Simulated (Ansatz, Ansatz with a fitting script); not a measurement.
# TiO2 (Anatase): converging an RPA energy, part 3 of 3

Aim: see which settings move the RPA energy of TiO2 (Anatase), and what they cost.

Ansatz 0.2.0; EXX+RPA on PBE, plane waves, norm-conserving pseudopotentials.

So far. Step 17 (Long-wave term, 3×3×3 mesh, cutoffs to 160 eV, 328 …): Extrapolated from these cutoffs, the correlation energy is -13.59 eV per atom (fit error 0.19); such a limit moves with the range of cutoffs.

### 18. Response cutoff, 3×3×3 mesh, cutoffs to 340 eV, 969 empty bands

File input.yaml:

```yaml
crystal:
  lattice:
    - [-1.8921, 1.8921, 4.7573]
    - [1.8921, -1.8921, 4.7573]
    - [1.8921, 1.8921, -4.7573]
  atoms:
    - { symbol: Ti, position: [0.0, 0.0, 0.0] }
    - { symbol: Ti, position: [0.75, 0.25, 0.5] }
    - { symbol: O, position: [0.2081, 0.2081, 0.0] }
    - { symbol: O, position: [0.9581, 0.4581, 0.5] }
    - { symbol: O, position: [0.5419, 0.0419, 0.5] }
    - { symbol: O, position: [0.7919, 0.7919, 0.0] }
kpoints:
  mp_grid: { grid: [3, 3, 3] }
hamiltonian:
  xc: pbe
  pseudopotentials: { kind: nc }
scf:
  occupations: { method: fixed }
  lower_state_search: "off"
  convergence: { dr2_threshold: 1.0e-09 }
output:
  rpa_energy:
    ecut_chi_ladder: [204, 238, 272, 306, 340]
    long_wavelength: optical_limit
    n_empty_bands: 969
basis:
  ecutwfc: 1240.0
  xc_grid: 3
```

Started as:

```console
$ ansatz run input.yaml --threads 8 --pin off --max-ram 18432MiB --backend cpu --events-out ev --progress --plain --runs-dir out
```

Numbers of over 12 decimals in the logs are rounded to 6 here.

The log of the run:

```text
[...]
Crystal: 6 atoms, lattice volume = 68.125 Å³
Basis set: ecut = 1240 eV, 6747 PW (Γ), exchange–correlation on 192×192×192 points (27 copies of the dense FFT grid, shifted against one another)
Bands: 30, of which v1, the nominal top of the filled ones, is band 24 counted from 1 (23 counted from 0)
Symmetry: 16 space group operations
[...]
k-points: 6 of 27
[...]
( 0.0000,  0.3333,  0.0000)    0.59563     0.057727           0.057644   0.029016
    ( 0.0000,  0.0000,  0.3333)    0.78271     0.094351           0.094207   0.049306
    ( 0.3333,  0.6667, -0.6667)    0.86163     0.110717           0.110542   0.058898
    ( 0.0000, -0.6667,  0.3333)    0.89803     0.120128           0.119938   0.063933
  core–valence xc dropped  : E_EXX =     -4830.846657 eV   E_EXX+RPA =     -4925.197418 eV
  core–valence xc semilocal: E_EXX =     -5036.867591 eV   E_EXX+RPA =     -5131.218352 eV
[key lines of the parts left out:]
SCF converged after 11 iterations
Free energy (F): -5102.063386 eV
Fermi energy:    7.199621 eV
```

Elapsed: 13 min, on 8 threads of Arm Neoverse N1, shared host; peak memory 10 GiB.

Numbers from this step:

- exact exchange energy: -716.2543 eV
- RPA correlation energy: -94.3508 eV

Extrapolated from these cutoffs, the correlation energy is -15.73 eV per atom (fit error 0.06); such a limit moves with the range of cutoffs.

### 19. Response cutoff, 3×3×3 mesh, cutoffs to 340 eV, 1018 empty bands, volume +5 %

Edit input.yaml of step 18 so:

```diff
@@ -2,5 +2,5 @@
   lattice:
-    - [-1.8921, 1.8921, 4.7573]
-    - [1.8921, -1.8921, 4.7573]
-    - [1.8921, 1.8921, -4.7573]
+    - [-1.9231235467, 1.9231235467, 4.8353023883]
+    - [1.9231235467, -1.9231235467, 4.8353023883]
+    - [1.9231235467, 1.9231235467, -4.8353023883]
   atoms:
@@ -25,3 +25,3 @@
     long_wavelength: optical_limit
-    n_empty_bands: 969
+    n_empty_bands: 1018
 basis:
```

The log of the run:

```text
[...]
Crystal: 6 atoms, lattice volume = 71.532 Å³
Basis set: ecut = 1240 eV, 7075 PW (Γ), exchange–correlation on 192×192×192 points (27 copies of the dense FFT grid, shifted against one another)
Bands: 30, of which v1, the nominal top of the filled ones, is band 24 counted from 1 (23 counted from 0)
Symmetry: 16 space group operations
[...]
k-points: 6 of 27
[...]
( 0.0000,  0.3333,  0.0000)    0.58602     0.057109           0.057030   0.028601
    ( 0.0000,  0.0000,  0.3333)    0.77008     0.093344           0.093207   0.048596
    ( 0.3333,  0.6667, -0.6667)    0.84773     0.109747           0.109579   0.058068
    ( 0.0000, -0.6667,  0.3333)    0.88354     0.118996           0.118813   0.063021
  core–valence xc dropped  : E_EXX =     -4830.609698 eV   E_EXX+RPA =     -4925.182457 eV
  core–valence xc semilocal: E_EXX =     -5036.551682 eV   E_EXX+RPA =     -5131.124441 eV
[key lines of the parts left out:]
SCF converged after 11 iterations
Free energy (F): -5102.056806 eV
Fermi energy:    6.591100 eV
```

Run time: 16 min. Hardware: 8 threads; peak memory 11 GiB.

This step gave:

| Item | Value |
| --- | --- |
| exact exchange energy | -713.2112 eV |
| RPA correlation energy | -94.5728 eV |

Extrapolated from these cutoffs, the correlation energy is -15.76 eV per atom (fit error 0.06); such a limit moves with the range of cutoffs.

### 20. Bands, 3×3×3 mesh, cutoffs to 160 eV, 756 empty bands

input.yaml, the sections that differ from step 19:

```yaml
crystal:
  lattice:
    - [-1.8921, 1.8921, 4.7573]
    - [1.8921, -1.8921, 4.7573]
    - [1.8921, 1.8921, -4.7573]
  atoms:
    - { symbol: Ti, position: [0.0, 0.0, 0.0] }
    - { symbol: Ti, position: [0.75, 0.25, 0.5] }
    - { symbol: O, position: [0.2081, 0.2081, 0.0] }
    - { symbol: O, position: [0.9581, 0.4581, 0.5] }
    - { symbol: O, position: [0.5419, 0.0419, 0.5] }
    - { symbol: O, position: [0.7919, 0.7919, 0.0] }
output:
  rpa_energy:
    ecut_chi_ladder: [96, 112, 128, 144, 160]
    long_wavelength: optical_limit
    n_empty_bands: 756
# kpoints, hamiltonian, scf, basis: as in step 19
```

The log of the run:

```text
[...]
Crystal: 6 atoms, lattice volume = 68.125 Å³
Basis set: ecut = 1240 eV, 6747 PW (Γ), exchange–correlation on 192×192×192 points (27 copies of the dense FFT grid, shifted against one another)
Bands: 30, of which v1, the nominal top of the filled ones, is band 24 counted from 1 (23 counted from 0)
Symmetry: 16 space group operations
[...]
k-points: 6 of 27
[...]
( 0.0000,  0.3333,  0.0000)    0.59563     0.057727           0.057601   0.029042
    ( 0.0000,  0.0000,  0.3333)    0.78271     0.094351           0.094132   0.049346
    ( 0.3333,  0.6667, -0.6667)    0.86163     0.110717           0.110452   0.058951
    ( 0.0000, -0.6667,  0.3333)    0.89803     0.120128           0.119840   0.063987
  core–valence xc dropped  : E_EXX =     -4830.846657 eV   E_EXX+RPA =     -4912.229281 eV
  core–valence xc semilocal: E_EXX =     -5036.867591 eV   E_EXX+RPA =     -5118.250215 eV
[key lines of the parts left out:]
SCF converged after 11 iterations
Free energy (F): -5102.063386 eV
Fermi energy:    7.199621 eV
```

The job ended after 6.4 min (8 threads; peak memory 8 GiB).

Numbers from this step:

| Property | Result |
| --- | --- |
| exact exchange energy | -716.2543 eV |
| RPA correlation energy | -81.3826 eV |

Extrapolated from these cutoffs, the correlation energy is -13.56 eV per atom (fit error 0.19); such a limit moves with the range of cutoffs.

### 21. The runs together

Expansion by 5 % in volume. Ladder, by row:

```tsv
changed	top response cutoff (eV)	empty bands	k mesh	long-wave term	wavefunction cutoff (eV)	box ratio	Ec extrapolated (eV/atom)	fit error (eV/atom)	Ec at the top rung (eV/atom)	change of Ec on expansion, extrapolated (meV/atom)	the same at one sphere-equivalent cutoff (meV/atom)	change of EXX (meV/atom)	wall time (s)	peak host memory (GiB)
base	160	313	3x3x3	optical_limit	1240	4	-13.56	0.1934	-11.55	-53.49	-47.01	39.49	176.1	2.823
response cutoff	90	132	3x3x3	optical_limit	1240	4	-10.68	0.2489	-8.768	47.53	-41.21	39.49	119.4	1.344
response cutoff	240	575	3x3x3	optical_limit	1240	4	-15	0.1157	-13.21	-40.26	-45.22	39.49	328.6	5.461
bands	160	28	3x3x3	optical_limit	1240	4	-13.8	0.1905	-11.76	-50.39	-44.69	39.49	100.7	0.918
bands	160	94	3x3x3	optical_limit	1240	4	-13.61	0.1934	-11.58	-52.65	-46.28	39.49	121.5	1.131
k mesh	160	313	2x2x2	optical_limit	1240	4	-13.57	0.203	-11.56	-40.58	-46.78	43.02	58.05	2.073
k mesh	160	313	4x4x4	optical_limit	1240	4	-13.58	0.19	-11.55	-36.21	-47.08	39.31	776.5	3.382
long-wave term	160	313	3x3x3	neglected	1240	4	-13.53	0.1935	-11.52	-54.05	-47.56	41.48	182.9	2.795
response cutoff	340	969	3x3x3	optical_limit	1240	4	-15.73	0.065	-14.3	-37	-42.02	39.49	808.8	10.45
```

### 22. Outcome

```json
{"base settings": "-13.562 eV/atom; on expansion −53 (extrapolated), −47 meV/atom (one cutoff); 176 s", "a top cutoff of 90 eV": "-10.675 eV/atom; on expansion +48 (extrapolated), −41 meV/atom (one cutoff); 119 s", "a top cutoff of 240 eV": "-15.005 eV/atom; on expansion −40 (extrapolated), −45 meV/atom (one cutoff); 329 s", "28 empty bands": "-13.800 eV/atom; on expansion −50 (extrapolated), −45 meV/atom (one cutoff); 101 s", "94 empty bands": "-13.606 eV/atom; on expansion −53 (extrapolated), −46 meV/atom (one cutoff); 121 s", "the 2×2×2 mesh": "-13.575 eV/atom; on expansion −41 (extrapolated), −47 meV/atom (one cutoff); 58 s", "the 4×4×4 mesh": "-13.577 eV/atom; on expansion −36 (extrapolated), −47 meV/atom (one cutoff); 777 s", "the long-wave term left out": "-13.532 eV/atom; on expansion −54 (extrapolated), −48 meV/atom (one cutoff); 183 s", "a top cutoff of 340 eV": "-15.725 eV/atom; on expansion −37 (extrapolated), −42 meV/atom (one cutoff); 809 s"}
```

What this shows: With a top cutoff of 90 eV the extrapolated correlation energy moves by +2886 meV/atom, and its change on expansion at one cutoff by +5.8. With a top cutoff of 240 eV the extrapolated correlation energy moves by −1443 meV/atom, and its change on expansion at one cutoff by +1.8. With 28 empty bands the extrapolated correlation energy moves by −238 meV/atom, and its change on expansion at one cutoff by +2.3. With 94 empty bands the extrapolated correlation energy moves by −44 meV/atom, and its change on expansion at one cutoff by +0.7. With the 2×2×2 mesh the extrapolated correlation energy moves by −13 meV/atom, and its change on expansion at one cutoff by +0.2. With the 4×4×4 mesh the extrapolated correlation energy moves by −15 meV/atom, and its change on expansion at one cutoff by −0.1. With the long-wave term left out the extrapolated correlation energy moves by +30 meV/atom, and its change on expansion at one cutoff by −0.6. With a top cutoff of 340 eV the extrapolated correlation energy moves by −2164 meV/atom, and its change on expansion at one cutoff by +5.0. Over all rows the change on expansion by 5 % runs from −54 to +48 meV/atom when each cell is extrapolated apart and from −48 to −41 at one cutoff (95 % of each row's top rung, the same for both cells).

[Paths, hosts, dates, memory and timing lines, banners, echoed tables and standing remarks are left out of the program output.]

[Logs are printed without paths, hosts, clocks, repeated set-up lines and the standing remarks that a program may print on its own settings, such as how far it seeks lower states.]

[Runs of the session that timed out or met a known fault of the program may be left out.]

[Hosts, paths, dates, database ids (printed as entryN), source tags and the programs' standing remarks are cut or masked in the printed files.]
